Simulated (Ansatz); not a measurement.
**Si: response to strain**

Si is deformed so: zz strain of +3 %. What stress and forces result, by LAPW, PAW and all-electron datasets made for the crystal?

Computed with Ansatz 0.2.0 (DFT PBE, scalar-relativistic, unless a step's input says otherwise).

**1. The starting structure**

It takes space group Imma (No. 74, orthorhombic). Conventional cell: a = 4.502 Å, b = 4.737 Å, c = 2.550 Å, α = 90.00°, β = 90.00°, γ = 90.00°. Si (site symmetry mm2) has 8 Si at 2.39 to 2.74 Å as nearest neighbours.

Coordinates:

```
Si
1.0
    -2.25100    2.36850    1.27500
     2.25100   -2.36850    1.27500
     2.25100    2.36850   -1.27500
Si
2
Direct
  0.80700 0.55700 0.25000
  0.19300 0.44300 0.75000
```

Atoms are numbered in the order of the input: Si1, Si2.

**2. The deformed structure**

Space group Imma before, Imma after.

**3. All-electron LAPW**

Input file input.yaml:

```yaml
crystal:
  lattice:
    - [-2.251, 2.3685, 1.31325]
    - [2.251, -2.3685, 1.31325]
    - [2.251, 2.3685, -1.31325]
  atoms:
    - { symbol: Si, position: [0.807, 0.557, 0.25] }
    - { symbol: Si, position: [0.193, 0.443, 0.75] }
kpoints:
  mp_grid: { grid: [16, 16, 16] }
  band_path:
    path:
      - [0.0, 0.0, 0.0]
      - [0.5, -0.5, 0.5]
      - [0.4758105458, -0.4758105458, 0.5241894542]
      - [-0.4758105458, 0.4758105458, 0.4758105458]
      - [0.0, 0.0, 0.0]
      - [0.3268578178, 0.3268578178, -0.3268578178]
      - [0.6731421822, -0.3268578178, 0.3268578178]
      - [0.5, -0.5, 0.5]
      - [0.0, 0.0, 0.0]
    npoints: 5
scf:
  occupations: { method: fermi_dirac, width: 0.05 }
hamiltonian:
  xc: pbe
  pseudopotentials: { kind: all_electron, lapw: { basis_error: 0.0005 } }
output:
  forces: true
  stress: true
  eigenvalues: true
```

The run is started by

```sh
$ ansatz run input.yaml --threads 1 --pin off --max-ram 3072MiB --backend cpu --events-out ev --progress --plain --runs-dir out
```

**4. Frozen-core PAW**

Input file input.yaml:

```yaml
crystal:
  lattice:
    - [-2.251, 2.3685, 1.31325]
    - [2.251, -2.3685, 1.31325]
    - [2.251, 2.3685, -1.31325]
  atoms:
    - { symbol: Si, position: [0.807, 0.557, 0.25] }
    - { symbol: Si, position: [0.193, 0.443, 0.75] }
kpoints:
  mp_grid: { grid: [16, 16, 16] }
scf:
  occupations: { method: fermi_dirac, width: 0.05 }
hamiltonian:
  xc: pbe
  pseudopotentials: { kind: paw }
output:
  forces: true
  stress: true
  eigenvalues: true
  efg: { contact_densities: true }
```

**5. Datasets made for this crystal**

Edit input.yaml of step 4 so:

```diff
@@ -14,3 +14,3 @@
   xc: pbe
-  pseudopotentials: { kind: paw }
+  pseudopotentials: { kind: all_electron, datasets: crystal }
 output:
```

(Steps that only read results are left out.)

**Question.** What will these runs give? Wanted: pressure; largest shear or deviatoric stress.

The runs gave:

```
                                 quantity                                              value
                                 pressure  LAPW 11.33, PAW 11.35, crystal datasets 11.33 GPa
largest shear or deviatoric stress (LAPW)                                           4.15 GPa
```

In words: The largest part of the stress beyond the pressure is 4.15 GPa in size, in the yy component; the atoms are carried along and not relaxed. No run of the undeformed cell stands beside it, so the pressure holds what the given cell had before the change. PAW: stress within 0.02 GPa of LAPW, forces within 1 meV/Å. Crystal datasets: stress within 0.01 GPa of LAPW, forces within 1 meV/Å.
